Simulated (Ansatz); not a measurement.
## Relaxing molybdenum (A15)

Theory: DFT, RPBE, plane waves (420 eV) with PAW, scalar-relativistic in Ansatz 0.2.0. (PAW data from PBE, frozen cores regenerated.)

k-point mesh 5×5×5, Fermi-Dirac smearing 0.1 eV, no spin polarisation. Cell and atoms relax.

Starting structure:

```
CELL_PARAMETERS angstrom
4.99603 0.00000 0.00000
0.00000 4.99603 0.00000
0.00000 0.00000 4.99603
ATOMIC_POSITIONS crystal
Mo 0.00000 0.00000 0.00000
Mo 0.50000 0.50000 0.50000
Mo 0.25000 0.00000 0.50000
Mo 0.75000 0.00000 0.50000
Mo 0.50000 0.25000 0.00000
Mo 0.50000 0.75000 0.00000
Mo 0.00000 0.50000 0.25000
Mo 0.00000 0.50000 0.75000
```

Problem. What cell does the relaxation end in?

Solution. Pm-3n with a = 5.065 Å; 16.25 Å³ per atom against 15.59 at the start (4.2 %).

Problem. How much energy does the relaxation gain?

Solution. 21.6 meV per atom.

Path of the relaxation (the plane waves are chosen anew near the end, which can shift the energy a little):

```tsv
step	E − E(final) (meV/atom)	V (Å³/atom)	P (GPa)	max force (eV/Å)
0	21.57	15.588	10.91	0.000
1	0.70	16.338	-1.37	0.000
2	0.26	16.246	-0.01	0.000
3	0.00	16.246	-0.02	0.000
```
